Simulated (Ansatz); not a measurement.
Write the native input for Ansatz 0.2.0 that does the following.

```yaml
Task: band structure
Functional: RPBE
Potentials_or_basis: all-electron LAPW, scalar-relativistic
Cutoff: 278 eV (chosen from the basis error)
Basis_error_allowed: 0.001 eV/atom
k_mesh: 8 × 8 × 8
Occupations: fermi-dirac, width 0.05 eV
Spin: no spin polarisation
```

Crystal: GaSb.

```
CELL_PARAMETERS angstrom
0.00000 3.05900 3.05900
3.05900 0.00000 3.05900
3.05900 3.05900 0.00000
ATOMIC_POSITIONS crystal
Sb 0.75000 0.75000 0.75000
Ga 0.00000 0.00000 0.00000
```

These files were run (other wordings do the same):

input.yaml

```yaml
crystal:
  lattice:
    - [0.0, 3.059, 3.059]
    - [3.059, 0.0, 3.059]
    - [3.059, 3.059, 0.0]
  atoms:
    - { symbol: Sb, position: [0.75, 0.75, 0.75] }
    - { symbol: Ga, position: [0.0, 0.0, 0.0] }
kpoints:
  mp_grid: { grid: [8, 8, 8] }
  band_path:
    path:
      - [0.0, 0.0, 0.0]
      - [0.5, 0.0, 0.5]
      - [0.5, 0.25, 0.75]
      - [0.375, 0.375, 0.75]
      - [0.0, 0.0, 0.0]
      - [0.5, 0.5, 0.5]
      - [0.625, 0.25, 0.625]
      - [0.5, 0.25, 0.75]
    npoints: 12
scf:
  occupations: { method: fermi_dirac, width: 0.05 }
hamiltonian:
  xc: rpbe
  pseudopotentials: { kind: all_electron, lapw: { basis_error: 0.001 } }
output:
  forces: true
  stress: true
  eigenvalues: true
```

Potentials or basis: all-electron LAPW, scalar-relativistic.

Command:

```sh
$ ansatz run input.yaml --threads 1 --pin off --max-ram 3072MiB --backend cpu --events-out ev --progress --plain --runs-dir out
```

It gave:

```
Pressure                : 3.9 GPa
Band gap on the k mesh  : 0.14 eV, direct
Band gap along the path : 0.14 eV, direct
```

Caveat: spin-orbit coupling is left out, which moves the levels of the heavy elements.

It took 51 s on 1 thread of Intel(R) Xeon(R) Processor @ 2.50GHz (Skylake/Cascade Lake), on a shared host, peak memory 0.34 GiB.
